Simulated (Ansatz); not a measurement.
Runs of Ansatz 0.2.0 on Al2O3. Symmetry: Pnnm, No. 58, orthorhombic system. Conventional cell: a = 4.614 Å, b = 9.563 Å, c = 3.120 Å, α = 90.00°, β = 90.00°, γ = 90.00°. Around Al (site symmetry m) lie 4 O at 1.68 to 1.82 Å. O (site symmetry 2/m) has 2 Al at 1.68 Å as nearest neighbours. O (site symmetry m) is surrounded by 3 Al at 1.82 Å. Measurements of this composition are mostly on another form, of space group No. 167.

```tsv
level	gap on the mesh (eV)	pressure (GPa)	largest force (eV/Å)
LDA	3.36	(a)	0.20
PBEsol	3.43	-2.6	0.17
PBE	(b)	0.0	(c)
revPBE	3.67	2.3	0.21
BLYP	3.64	1.5	0.21
```

Alike in all rows: task band structure; potentials or basis Ansatz PAW; no spin polarisation; cell as given; k mesh 5 × 3 × 7; cutoff (eV) 420; smearing fermi-dirac 0.05 eV.

Question: Estimate the missing entries.

Answer: (a) -6.5; (b) 3.52; (c) 0.19.

Caveats: the PAW data sets come from PBE, with cores solved anew for the run's functional, which leaves a small shift of forces and pressure (some runs).

